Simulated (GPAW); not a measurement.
Na2S:

```
S Na
1.0
     0.00000    3.27350    3.27350
     3.27350    0.00000    3.27350
     3.27350    3.27350    0.00000
S Na
1 2
Direct
  0.00000 0.00000 0.00000
  0.75000 0.75000 0.75000
  0.25000 0.25000 0.25000
```

Program: GPAW 26.7.0. Alike in all runs: no spin polarisation; cell as given; cutoff (eV) 800; smearing fermi-dirac 0.05 eV.

Task: Order these runs on this cell by their band gap on the k mesh, lowest first.
A. level LDA; potentials or basis the program's PAW data sets (release 1.2.1) made for this functional, pw; k mesh 7 × 7 × 7; band path GXWKGLUWLK,UX; band points 60
B. level r2SCAN; potentials or basis GPAW PAW data sets (gpaw-data 1.2.1), pw; k mesh 7 × 7 × 7; band path GXWKGLUWLK,UX; band points 60
C. level TB-mBJ; potentials or basis GPAW PAW data sets for LDA (gpaw-data 1.2.1), pw; k mesh 8 × 8 × 8

Result: A (2.24 eV), B (3.02 eV), C (4.66 eV).

Caveats: a model potential gives levels but no total energy (some runs).

A k mesh can miss the band edges.

Not every run made on this cell is shown here.
